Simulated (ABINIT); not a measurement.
# GaP (F-43m) in ABINIT: notebook, part 2 of 2

ABINIT 10.8.3 (patched build). Earlier steps stand in the parts before.

### 4 Equation of state, AM05

Contents of run.abi:

```
ndtset 7
getwfk -1
scalecart1 3*0.9795861087
scalecart2 3*0.9864848297
scalecart3 3*0.9932883884
scalecart4 3*1.0000000000
scalecart5 3*1.0066227096
scalecart6 3*1.0131594038
scalecart7 3*1.0196128224

pp_dirpath "./"
pseudos "Ga.upf, P.upf"

acell 3*1.0 Angstrom
rprim
     0.0000000000     2.7252500000     2.7252500000
     2.7252500000     0.0000000000     2.7252500000
     2.7252500000     2.7252500000     0.0000000000
ntypat 2
znucl 31 15
natom 2
typat 1 2
xred
     0.0000000000     0.0000000000     0.0000000000
     0.7500000000     0.7500000000     0.7500000000

ecut 40.0

kptopt 1
ngkpt 8 8 8
nshiftk 1
shiftk 0.0 0.0 0.0

ixc -120135

nband 13
occopt 3
tsmear 0.05 eV

nstep 100
tolvrs 1.0e-10

iomode 3
prtwf 1
prtden 0
prteig 0
prtebands 0
```

Potentials or basis: PseudoDojo NC SR PBEsol v0.4.1 standard.

Run with:

```bash
$ abinit run.abi > log 2>&1
```

run.abo:

```text
.Version 10.8.3 of ABINIT
 DATASET    1 : space group F-4 3 m (#216); Bravais cF (face-center cubic)
================================================================================
 Values of the parameters that define the memory need for DATASET  1.
     intxc =       0    ionmov =       0      iscf =       7    lmnmax =       6
     lnmax =       6     mgfft =      45  mpssoang =       3    mqgrid =    3001
     natom =       2  nloc_mem =       1    nspden =       1   nspinor =       1
    nsppol =       1      nsym =      24    n1xccc =    2501    ntypat =       2
    occopt =       3   xclevel =       2
       mpw =        3122          nfft =       91125          nkpt =          29
================================================================================
================================================================================
[... 61 lines left out ...]
 DATASET    7 : space group F-4 3 m (#216); Bravais cF (face-center cubic)
================================================================================
[... 1184 lines left out ...]
                       4.9016827178E-30  4.9016827178E-30 -1.4705048153E-29
            fcart5     0.0000000000E+00  0.0000000000E+00  0.0000000000E+00
                       0.0000000000E+00  0.0000000000E+00  0.0000000000E+00
[... 38 lines left out ...]
                       0.0000000000E+00  0.0000000000E+00  0.0000000000E+00
           xangst1     0.0000000000E+00  0.0000000000E+00  0.0000000000E+00
                       4.0044255641E+00  4.0044255641E+00  4.0044255641E+00
           xangst2     0.0000000000E+00  0.0000000000E+00  0.0000000000E+00
                       4.0326266732E+00  4.0326266732E+00  4.0326266732E+00
           xangst3     0.0000000000E+00  0.0000000000E+00  0.0000000000E+00
                       4.0604387707E+00  4.0604387707E+00  4.0604387707E+00
           xangst4     0.0000000000E+00  0.0000000000E+00  0.0000000000E+00
                       4.0878750000E+00  4.0878750000E+00  4.0878750000E+00
           xangst5     0.0000000000E+00  0.0000000000E+00  0.0000000000E+00
                       4.1149478090E+00  4.1149478090E+00  4.1149478090E+00
           xangst6     0.0000000000E+00  0.0000000000E+00  0.0000000000E+00
                       4.1416689978E+00  4.1416689978E+00  4.1416689978E+00
           xangst7     0.0000000000E+00  0.0000000000E+00  0.0000000000E+00
                       4.1680497664E+00  4.1680497664E+00  4.1680497664E+00
             xred      0.0000000000E+00  0.0000000000E+00  0.0000000000E+00
                       7.5000000000E-01  7.5000000000E-01  7.5000000000E-01
 Calculation completed.
```

Run time: 4.4 min. Hardware: 1 thread of Arm Neoverse V2, shared host; peak memory 0.13 GiB.

Results:

| Quantity | Value |
| --- | --- |
| Equilibrium volume | 20.15 Å³/atom |
| Bulk modulus | 83 GPa |
| Pressure derivative of the bulk modulus | 4.5 |

Energy against volume, from the lowest point:
```tsv
volume (Å³/atom)	energy (meV/atom)
19.026	18.02
19.431	7.06
19.836	1.23
20.240	0.00
20.645	2.88
21.050	9.45
21.455	19.32
```

Caveat: pressures at fixed basis lie under the slope of the energies; the potentials were made for another functional, which shifts forces and pressure.

### 5 Equation of state, SOGGA

Edit run.abi of step 4 so:

```diff
@@ -11,3 +11,3 @@
 pp_dirpath "./"
-pseudos "Ga.upf, P.upf"
+pseudos "Ga.GGA_PBE-JTH.xml, P.GGA_PBE-JTH.xml"
 
@@ -26,3 +26,5 @@
 
-ecut 40.0
+ecut 544.227725 eV
+pawecutdg 40.0
+pawxcdev 0
 
@@ -33,3 +35,3 @@
 
-ixc -120135
+ixc -150130
 
@@ -40,3 +42,3 @@
 nstep 100
-tolvrs 1.0e-10
+tolvrs 1.0e-9
 
@@ -47 +49,2 @@
 prtebands 0
+enunit 1
```

Potentials or basis: JTH PAW PBE v2.0.

Run with:

```bash
$ abinit run.abi > log 2>&1
```

It took 1.8 min on 1 thread of Arm Neoverse V2, shared host; peak memory 0.14 GiB.

Results (log left out):

```yaml
Equilibrium_volume: 19.95 Å³/atom
Bulk_modulus: 88 GPa
Pressure_derivative_of_the_bulk_modulus: 4.4
```

Energy against volume, from the lowest point:
```tsv
volume (Å³/atom)	energy (meV/atom)
19.026	12.65
19.431	3.73
19.836	0.00
20.240	0.90
20.645	5.96
21.050	14.74
21.455	26.85
```

Caveat: pressures at fixed basis lie under the slope of the energies; the PAW data sets were made with another functional, which shifts forces and pressure a little.

### 6 Summary

```tsv
level	potentials or basis	cutoff (eV)	fine-grid cutoff	V0 of scaled cells (Å³/atom)	B0 (GPa)
OLYP	JTH PAW PBE v2.0	544	1088.46 eV	21.19	72
BLYP+D2	JTH PAW PBE v2.0	544	1088.46 eV	20.15	80
AM05	PseudoDojo NC SR PBEsol v0.4.1 standard	1088	-	20.15	83
SOGGA	JTH PAW PBE v2.0	544	1088.46 eV	19.95	88
```

Alike in all rows: task equation of state; no spin polarisation; cell as given; k mesh 8 × 8 × 8; smearing fermi-dirac 0.05 eV.

Caveats: pressures at fixed basis lie under the slope of the energies; the PAW data sets were made with another functional, which shifts forces and pressure a little (some runs); the potentials were made for another functional, which shifts forces and pressure (some runs).

Total energies depend on the potentials used, so only differences within one code and one set of settings carry meaning.

### 7 Against experiment

Step 2. A measured bulk modulus of GaP is 87.5 GPa (“Phosphorous dimerization in GaP at high pressure”, 2017, arxiv:1709.06667); the calculated 72 GPa misses it by -18.2 %. The fit is for a static lattice scaled at fixed shape and fixed fractional positions.

Step 3. Measured bulk modulus of GaP: 87.5 GPa (“Phosphorous dimerization in GaP at high pressure”, 2017, arxiv:1709.06667). This calculation gives 80 GPa (-8.2 %). The fit is for a static lattice scaled at fixed shape and fixed fractional positions.

Step 4. A measured bulk modulus of GaP is 87.5 GPa (“Phosphorous dimerization in GaP at high pressure”, 2017, arxiv:1709.06667); the calculated 83 GPa misses it by -5.2 %. The fit is for a static lattice scaled at fixed shape and fixed fractional positions.

Step 5. Measured bulk modulus of GaP: 87.5 GPa (“Phosphorous dimerization in GaP at high pressure”, 2017, arxiv:1709.06667). This calculation gives 88 GPa (0.0 %). The fit is for a static lattice scaled at fixed shape and fixed fractional positions.
